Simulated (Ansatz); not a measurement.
# TiAl: the cost of one run

Method: DFT PBE, scalar-relativistic, plane waves, PAW, in Ansatz 0.2.0.

40 further runs of the same task are left out: 40 set aside as unsound or not needed.

### Step 1. The starting structure

Symmetry: P-6m2, No. 187, hexagonal system. Conventional cell: a = 2.881 Å, b = 2.881 Å, c = 4.648 Å, α = 90.00°, β = 90.00°, γ = 120.00°. Ti (site symmetry -6m2) is surrounded by 6 Al at 2.86 Å and 6 Ti at 2.88 Å. Al (site symmetry -6m2) has 6 Ti at 2.86 Å and 6 Al at 2.88 Å as nearest neighbours.

Structure file:

```
Ti Al
1.0
     2.88097    0.00000    0.00000
    -1.44048    2.49499    0.00000
     0.00000    0.00000    4.64841
Ti Al
1 1
Cartesian
  0.0000 0.0000 0.0000
  0.0000 1.6633 2.3242
```

It goes back to an entry of the Materials Project, which need not be the stable form.

This cell was relaxed beforehand with the same method: volume 16.71 Å³/atom, gap on the mesh none (metal).

### Step 2. The scan

The energy is mapped over the lattice constants a and c of the conventional cell.

First coordinate, lattice constant a (and b): 9 values from 2.737 to 3.025 Å. Second coordinate, lattice constant c: 9 values from 4.091 to 5.206 Å.

Nothing else is relaxed (symmetry fixes all fractional coordinates). Energies count from the relaxed crystal. Points are written as (first, second).

### Step 3. Point (2.737 Å, 4.370 Å)

Contents of input.yaml:

```yaml
crystal:
  lattice:
    - [2.7369, 0.0, 0.0]
    - [-1.36845, 2.3702249276, 0.0]
    - [0.0, 0.0, 4.3695]
  atoms:
    - { symbol: Ti, position: [0.0, 0.0, 0.0] }
    - { symbol: Al, position: [0.3333333333, 0.6666666667, 0.5] }
basis:
  ecutwfc: 520.0
kpoints:
  mp_grid: { grid: [18, 18, 10] }
hamiltonian:
  xc: pbe
  pseudopotentials: { kind: paw, azcp: { folder: soft_1 } }
scf:
  occupations: { method: gaussian, width: 0.15 }
output:
  forces: true
  stress: true
  eigenvalues: true
```

Started as:

```console
ansatz run input.yaml --threads 1 --pin off --max-ram 2048MiB --backend cpu --events-out ev --progress --plain --runs-dir out
```

What time and memory should one allow on 1 thread of AMD EPYC 9R45 (Zen 5), shared host?

About 2.9 s, with a peak of 0.47 GiB.
